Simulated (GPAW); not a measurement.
# Er (Fm-3m) in GPAW: convergence with plane-wave cutoff (eV)

Aim: find how far plane-wave cutoff (eV) must go before the results for Er settle, at LDA. This setting moves, with any that are tied to it; all else stays.

Everything below comes from runs of GPAW 26.7.0. Logs are shortened: lines on timing, memory, paths and dates and some standing lists are left out, and cuts for length are marked. The log counts tension as positive stress, the text compression.

## 1. The structure

Symmetry: Fm-3m, No. 225, cubic system. Conventional cell: a = 4.960 Å, b = 4.960 Å, c = 4.960 Å, α = 90.00°, β = 90.00°, γ = 90.00°. Around Er (site symmetry m-3m) lie 12 Er at 3.51 Å.

This isn't the form of Er at room conditions, which is hcp.

## 2. With plane-wave cutoff (eV) 300

Input file run.py:

```python
from ase import Atoms
from ase.dft.bandgap import bandgap
from ase.io import write
from ase.units import GPa
from gpaw import GPAW, PW

atoms = Atoms(['Er'],
              cell=[[0.0, 2.4798434248, 2.4798434248],
                    [2.4798434248, 0.0, 2.4798434248],
                    [2.4798434248, 2.4798434248, 0.0]],
              scaled_positions=[[0.0, 0.0, 0.0]],
              pbc=True)
atoms.set_initial_magnetic_moments([3.0])

calc = GPAW(mode=PW(300),
            xc='LDA',
            kpts={'size': (7, 7, 7), 'gamma': True},
            occupations={'name': 'fermi-dirac', 'width': 0.05},
            nbands=23,
            convergence={'density': 1e-05, 'energy': 1e-05},
            maxiter=100,
            txt='gpaw.txt')
atoms.calc = calc
energy = atoms.get_potential_energy()
forces = atoms.get_forces()
stress = atoms.get_stress()
calc.write('gs.gpw')
write('result.traj', atoms)
print(f'Energy: {energy:.6f} eV')
print('Forces (eV/A):')
print(forces.round(4))
print('Stress (GPa):', (stress / GPa).round(3))
print('Moments:', calc.get_magnetic_moments().round(3))
print('Fermi level:', round(calc.get_fermi_level(), 4), 'eV')
print(f'Gap: {bandgap(calc)[0]:.4f} eV, direct: {bandgap(calc, direct=True)[0]:.4f} eV')
```

Potentials or basis: the program's PAW data sets (release 1.2.1) made for this functional, pw.

Launch:

```console
$ OMP_NUM_THREADS=1 python run.py
```

It took 16 s on 1 thread of Arm Neoverse V2, shared host; peak memory 0.14 GiB.

What came out:

```yaml
Free_energy: -2.6916 eV
Pressure: -3.0 GPa
Band_gap_on_the_k_mesh: none (metal or under the smearing width)
Net_moment: 2.16 μB per cell
Site_moments: Er +2.30 μB
```

## 3. With plane-wave cutoff (eV) 350

run.py: that of step 2 with these lines changed.

```diff
@@ -14,3 +14,3 @@
 
-calc = GPAW(mode=PW(300),
+calc = GPAW(mode=PW(350),
             xc='LDA',
```

Potentials or basis: the program's PAW data sets (release 1.2.1) made for this functional, pw.

Launch:

```console
$ OMP_NUM_THREADS=1 python run.py
```

Run time: 18 s. Hardware: 1 thread of Arm Neoverse V2, shared host; peak memory 0.15 GiB.

What came out:

| Property | Result |
| --- | --- |
| Free energy | -2.7526 eV |
| Pressure | -4.0 GPa |
| Band gap on the k mesh | none (metal or under the smearing width) |
| Net moment | 2.16 μB per cell |
| Site moments | Er +2.30 μB |

## 4. With plane-wave cutoff (eV) 400

run.py: that of step 3 with these lines changed.

```diff
@@ -14,3 +14,3 @@
 
-calc = GPAW(mode=PW(350),
+calc = GPAW(mode=PW(400),
             xc='LDA',
```

Launch:

```console
$ OMP_NUM_THREADS=1 python run.py
```

It took 25 s on 1 thread of Arm Neoverse V2, shared host; peak memory 0.15 GiB.

Results:

* Free energy: -2.8575 eV
* Pressure: -4.6 GPa
* Band gap on the k mesh: none (metal or under the smearing width)
* Net moment: 2.15 μB per cell
* Site moments: Er +2.29 μB

## 5. With plane-wave cutoff (eV) 500

run.py: that of step 4 with these lines changed.

```diff
@@ -14,3 +14,3 @@
 
-calc = GPAW(mode=PW(400),
+calc = GPAW(mode=PW(500),
             xc='LDA',
```

Launch:

```console
$ OMP_NUM_THREADS=1 python run.py
```

Run time: 25 s. Hardware: 1 thread of Arm Neoverse V2, shared host; peak memory 0.16 GiB.

Results:

```
Free energy            : -2.9871 eV
Pressure               : -2.2 GPa
Band gap on the k mesh : none (metal or under the smearing width)
Net moment             : 2.15 μB per cell
Site moments           : Er +2.29 μB
```

## 6. With plane-wave cutoff (eV) 600

run.py: that of step 5 with these lines changed.

```diff
@@ -14,3 +14,3 @@
 
-calc = GPAW(mode=PW(500),
+calc = GPAW(mode=PW(600),
             xc='LDA',
```

Potentials or basis: the program's PAW data sets (release 1.2.1) made for this functional, pw.

Launch:

```console
$ OMP_NUM_THREADS=1 python run.py
```

Wall time 28 s (1 thread of Arm Neoverse V2, shared host); peak memory 0.17 GiB.

It converged, with:

| Item | Value |
| --- | --- |
| Free energy | -2.9988 eV |
| Pressure | -1.7 GPa |
| Band gap on the k mesh | none (metal or under the smearing width) |
| Net moment | 2.15 μB per cell |
| Site moments | Er +2.29 μB |

## 7. With plane-wave cutoff (eV) 700

run.py: that of step 6 with these lines changed.

```diff
@@ -14,3 +14,3 @@
 
-calc = GPAW(mode=PW(600),
+calc = GPAW(mode=PW(700),
             xc='LDA',
```

Launch:

```console
$ OMP_NUM_THREADS=1 python run.py
```

Run time: 48 s. Hardware: 1 thread of Arm Neoverse V2, shared host; peak memory 0.19 GiB.

The run converged. Its results:

- Free energy: -3.0150 eV
- Pressure: -1.9 GPa
- Band gap on the k mesh: none (metal or under the smearing width)
- Net moment: 2.15 μB per cell
- Site moments: Er +2.28 μB

## 8. With plane-wave cutoff (eV) 800

run.py: that of step 7 with these lines changed.

```diff
@@ -14,3 +14,3 @@
 
-calc = GPAW(mode=PW(700),
+calc = GPAW(mode=PW(800),
             xc='LDA',
```

Launch:

```console
$ OMP_NUM_THREADS=1 python run.py
```

It took 49 s on 1 thread of Arm Neoverse V2, shared host; peak memory 0.2 GiB.

It converged, with:

```yaml
Free_energy: -3.0260 eV
Pressure: -1.6 GPa
Band_gap_on_the_k_mesh: none (metal or under the smearing width)
Net_moment: 2.15 μB per cell
Site_moments: Er +2.28 μB
```

## 9. With plane-wave cutoff (eV) 1000

run.py: that of step 8 with these lines changed.

```diff
@@ -14,3 +14,3 @@
 
-calc = GPAW(mode=PW(800),
+calc = GPAW(mode=PW(1000),
             xc='LDA',
```

Potentials or basis: the program's PAW data sets (release 1.2.1) made for this functional, pw.

Launch:

```console
$ OMP_NUM_THREADS=1 python run.py
```

Wall time 71 s (1 thread of Arm Neoverse V2, shared host); peak memory 0.22 GiB.

Results (log left out):

```
Free energy            : -3.0295 eV
Pressure               : -1.6 GPa
Band gap on the k mesh : none (metal or under the smearing width)
Net moment             : 2.15 μB per cell
Site moments           : Er +2.28 μB
```

## 10. With plane-wave cutoff (eV) 1200

run.py: that of step 9 with these lines changed.

```diff
@@ -14,3 +14,3 @@
 
-calc = GPAW(mode=PW(1000),
+calc = GPAW(mode=PW(1200),
             xc='LDA',
```

Potentials or basis: the program's PAW data sets (release 1.2.1) made for this functional, pw.

Launch:

```console
$ OMP_NUM_THREADS=1 python run.py
```

gpaw.txt:

```text
__  _  _
 | _ |_)|_||  |
 |__||  | ||/\| - 26.7.0

Input parameters:
  mode=PW(ecut=1200.0),
  convergence={'density': 1e-05, 'energy': 1e-05},
  kpts=MonkhorstPack(size=(7, 7, 7), gamma=True),
  maxiter=100,
  nbands=23,
  occupations=Occupations(name='fermi-dirac', width=0.05),
  xc=XC(name='LDA')

Diagonalizing LCAO Hamiltonian
Converting LCAO to pw mode

       Er

Atoms  # Å, Bohr magnetons
|   | symbol |        x |        y |        z |    initial magnetic moments |
|---|--------|----------|----------|----------|-----------------------------|
| 0 |     Er | 0.000000 | 0.000000 | 0.000000 | ( 0.0000,  0.0000,  3.0000) |

Unit cell  # Å
| periodic |        x |        y |        z |  lengths |    angles |
|----------|----------|----------|----------|----------|-----------|
|      yes | 0.000000 | 2.479843 | 2.479843 | 3.507028 | 60.000000 |
|      yes | 2.479843 | 0.000000 | 2.479843 | 3.507028 | 60.000000 |
|      yes | 2.479843 | 2.479843 | 0.000000 | 3.507028 | 60.000000 |

Number of symmetries: 48
[... 51 lines left out ...]

BZ-sampling:
  Number of BZ points: 343
  Number of IBZ points: 20

  Monkhorst-Pack size: [7, 7, 7]
  Monkhorst-Pack shift: [0, 0, 0]

K-points  # in reciprocal-cell coordinates
|     |                                coordinates |     weight |
|-----|--------------------------------------------|------------|
|   0 | (  0.00000000,   0.00000000,   0.00000000) | 0.00291545 |
|   1 | (  0.14285714,   0.14285714,   0.00000000) | 0.01749271 |
|   2 | (  0.14285714,   0.14285714,   0.14285714) | 0.02332362 |
|   3 | (  0.28571429,   0.14285714,   0.14285714) | 0.03498542 |
|   4 | (  0.28571429,   0.28571429,   0.00000000) | 0.01749271 |
|   5 | (  0.28571429,   0.28571429,   0.14285714) | 0.06997085 |
|   6 | (  0.28571429,   0.28571429,   0.28571429) | 0.02332362 |
|   7 | (  0.42857143,  -0.28571429,  -0.28571429) | 0.03498542 |
|   8 | (  0.42857143,   0.28571429,  -0.42857143) | 0.13994169 |
|   9 | (  0.42857143,   0.28571429,  -0.28571429) | 0.06997085 |
| ... |                                            |            |
|  19 | (  0.42857143,   0.42857143,   0.42857143) | 0.02332362 |

Plane wave coefficients: 2898
Cutoff: 1200.0 eV

Spin-components: 2 (collinear spins)
Bands:           23
Projectors:      8
Spin-degeneracy: 1
Datatype:        complex128

Parallelization:
  kpt:    1
  domain: 1
  band:   1

Density:
  Valence electrons: 22.0
  Components: 2
  Grid points: [30 30 30]
  Charge: 0.0  # |e|

Potential:
  Grid points: [30 30 30]

species:
  Er:
    name:    Erbium
    Z:       68.0
    valence: 22
    core:    46
    charge:  0.0  # [|e|]
    compensation charges:
      type: gauss
      rc: 0.35  # [Å]
      lmax: 2
    cutoffs:
      filter: 1.16  # [Å]
      core: 1.71  # [Å]
    projectors
    | kind |    occ | energy [eV] | rcut [Å] |
    |------|--------|-------------|----------|
    |   5s |  2.000 |     -52.025 |    1.164 |
    |   6s |  2.000 |      -3.986 |    1.164 |
    |   5p |  6.000 |     -26.531 |    1.164 |
    |   6p |  0.000 |      -1.183 |    1.164 |
    |   5d |  0.000 |      -1.079 |    1.164 |
    |   4f | 12.000 |      -3.352 |    1.164 |
    |    d |        |      26.132 |    1.164 |
    |    f |        |      23.859 |    1.164 |

    Using partial waves for Er as LCAO basis

Reference energy: -355872.080291  # eV

eigensolver:
  PPCG
  Converge bands: occupied
  niter=2

density mixing:
  MSR1-Mixer
  Pratt-step length: 0.05
  Maximum mixing coefficient: 0.75
  Old densities: 10
  SVD Regularization: 0.005
  Good broyden scale: 1.0
  Trust region scale: 1.0
  Backstep threshold: 4.0
  History deletion threshold: 6.0
  Fourier metric: weight=20.0, sigma=0.015

occupation numbers:
  Fermi-Dirac:
    width: 0.0500  # eV

poisson solver:
  ecut: 9600.0  # eV

xc functional:
  name: None

convergence criteria:
- Maximum integral of absolute [dens]ity change: 1e-05 electrons / valence electron
- Maximum [total energy] change in last 3 cyles: 1e-05 eV / valence electron
- Maximum integral of absolute [eigenst]ate change: 4e-08 eV^2 / valence electron
maximum number of iterations: 100

SCF iterations
|iter     | |      energy | eigst |  dens |  magmom |
|---------|-|-------------|-------|-------|---------|
|iter:   1| |  -12.263712 | -0.11 |       |  +2.8445|
|iter:   2| |   -4.786001 | -1.13 | -0.44 |  +2.7066|
|iter:   3| |   -5.649839 | -0.82 | -0.67 |  +2.4890|
|iter:   4| |   -2.932240 | -1.40 | -0.49 |  +2.5994|
|iter:   5| |   -2.954270 | -3.31 | -1.58 |  +2.5615|
|iter:   6| |   -2.964381 | -2.54 | -1.32 |  +2.4889|
|iter:   7| |   -2.944327 | -3.31 | -1.44 |  +2.4037|
|iter:   8| |   -2.950158 | -4.55 | -2.06 |  +2.3514|
|iter:   9| |   -2.953822 | -3.74 | -1.85 |  +2.2160|
|iter:  10| |   -2.954627 | -5.15 | -2.08 |  +2.1600|
|iter:  11| |   -2.954642 | -4.97 | -2.27 |  +2.1350|
|iter:  12| |   -2.954583c| -5.88 | -2.75 |  +2.1441|
|iter:  13| |   -2.954572c| -7.70c| -3.37 |  +2.1461|
|iter:  14| |   -2.954587c| -7.26 | -3.55 |  +2.1467|
|iter:  15| |   -2.954583c| -8.24c| -4.34 |  +2.1477|
|iter:  16| |   -2.954578c| -8.61c| -4.15 |  +2.1478|
|iter:  17| |   -2.954578c| -7.99c| -4.95 |  +2.1477|
|iter:  18| |   -2.954578c| -9.76c| -5.24c|  +2.1477|

Converged in 18 steps
Energy contributions relative to reference atoms: (reference = -355872.080291)

Energy contributions:
  Kinetic:         -46.744950
  Coulomb:          43.975587
  Zero:              0.722945
  External:          0.000000
  Xc:               -0.829803
  Entropy:          -0.156712
  Spinorbit:         0.000000
  ----------------------------
  Free energy:      -3.032934
  Extrapolated:     -2.954578

dipole moment: (-24.493775, -24.493775, -24.493775)  # |e|*Ang

Total magnetic moment: (0.000000, 0.000000, 2.147725)

Local magnetic moments
|        x |        y |        z |
|----------|----------|----------|
| 0.000000 | 0.000000 | 2.284355 |  # Er   0

Fermi level: 7.959
Eigenvalues  # (at kpt = [0.000, 0.000, 0.000])
| band index |      eig [eV] | occ [0-1] |      eig [eV] | occ [0-1] |
|------------|---------------|-----------|---------------|-----------|
|          0 |       -41.004 |     1.000 |       -40.076 |     1.000 |
|        ... |               |           |               |           |
|          3 |       -14.804 |     1.000 |       -14.144 |     1.000 |
|          4 |         2.761 |     1.000 |         2.696 |     1.000 |
|          5 |         6.102 |     1.000 |         7.714 |     0.993 |
|          6 |         6.132 |     1.000 |         7.849 |     0.901 |
|          7 |         6.132 |     1.000 |         7.849 |     0.901 |
|          8 |         6.132 |     1.000 |         7.849 |     0.901 |
|          9 |         6.300 |     1.000 |         8.036 |     0.178 |
|         10 |         6.300 |     1.000 |         8.036 |     0.178 |
|         11 |         6.300 |     1.000 |         8.036 |     0.178 |
|         12 |        10.652 |     0.000 |        10.725 |     0.000 |
|         13 |        10.652 |     0.000 |        10.725 |     0.000 |
|         14 |        10.652 |     0.000 |        10.725 |     0.000 |
|         15 |        13.114 |     0.000 |        13.302 |     0.000 |
|         16 |        13.114 |     0.000 |        13.302 |     0.000 |
|         17 |        18.308 |     0.000 |        18.231 |     0.000 |
|        ... |               |           |               |           |
|         22 |        32.455 |     0.000 |        32.553 |     0.000 |

No gap
No difference between direct/indirect transitions

Forces  # eV/Ang
|       x |        y |       z |
|---------|----------|---------|
| 0.00000 | -0.00000 | 0.00000 |  # Er   0

Stress tensor  # eV/Ang^3
|         x |         y |         z |
|-----------|-----------|-----------|
|  0.009298 | -0.000000 | -0.000000 |
| -0.000000 |  0.009298 | -0.000000 |
| -0.000000 | -0.000000 |  0.009298 |

# Writing to gs.gpw (mode='')
```

It took 97 s on 1 thread of Arm Neoverse V2, shared host; peak memory 0.26 GiB.

Results:

- Free energy: -3.0329 eV
- Pressure: -1.5 GPa
- Band gap on the k mesh: none (metal or under the smearing width)
- Net moment: 2.15 μB per cell
- Site moments: Er +2.28 μB

## 11. Summary

```tsv
plane-wave cutoff (eV)	energy less the tightest run, at zero smearing (meV/atom)	pressure (GPa)	largest site moment (μB)	SCF cycles	CPU time (s)	peak memory (GiB)
300	341.23	-3.01	2.30	18	16	0.14
350	280.54	-3.99	2.30	19	18	0.15
400	175.30	-4.61	2.29	17	25	0.15
500	45.79	-2.24	2.29	18	25	0.16
600	34.08	-1.70	2.29	18	28	0.17
700	17.93	-1.94	2.28	18	48	0.19
800	6.90	-1.60	2.28	17	49	0.2
1000	3.41	-1.60	2.28	18	71	0.22
1200	0.00	-1.49	2.28	18	97	0.26
```

Against the tightest run, the largest site moment stays within 0.02 μB from 300 on. Not settled before the last step: the energy (to 1 meV/atom), the pressure (to 0.1 GPa). The tightest run that finished is the yardstick and may itself not be fully converged.

Caveats: one-centre terms of the f shell are cut off; the magnetic or orbital state may not be the lowest; spin-orbit coupling is left out, which moves the levels of the heavy elements.
